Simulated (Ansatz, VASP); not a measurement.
# CsBr in VASP and in Ansatz

```xyz
2
Lattice="4.2860 0.0000 0.0000 0.0000 4.2860 0.0000 0.0000 0.0000 4.2860" Properties=species:S:1:pos:R:3 pbc="T T T"
Cs    0.0000    0.0000    0.0000
Br    2.1430    2.1430    2.1430
```

Alike in both runs: task relaxation of cell and atoms; functional r2SCAN; k mesh 6 × 6 × 6; occupations gaussian, width 0.02 eV; no spin polarisation.

```csv
,VASP,Ansatz
version,VASP 6.6.1,Ansatz 0.2.0
potentials or method,"VASP PAW PBE potentials, release 64 (Cs_sv, Br)","scalar-relativistic, plane waves, PAW"
plane-wave cutoff (eV),600,500
valence electrons in the cell,16,16
```

```tsv
	VASP	Ansatz	Ansatz less VASP
gap on the k mesh at the Fermi level, each at its own relaxed structure (eV)	5.16	5.19	+0.037
relaxed volume (Å³/atom)	40.57	40.38	-0.190
relaxed cell length with the largest relative difference (Å)	4.329	4.323	-0.0068
energy change over the relaxation (meV/atom)	-2	-1	+0.3
```

Caveats: the PAW data sets were made with another functional, which shifts forces and pressure a little (VASP); spin-orbit coupling is left out, which moves the levels of the heavy elements. Zero-point motion and thermal expansion aren't in these numbers. A k mesh can miss the band edges.
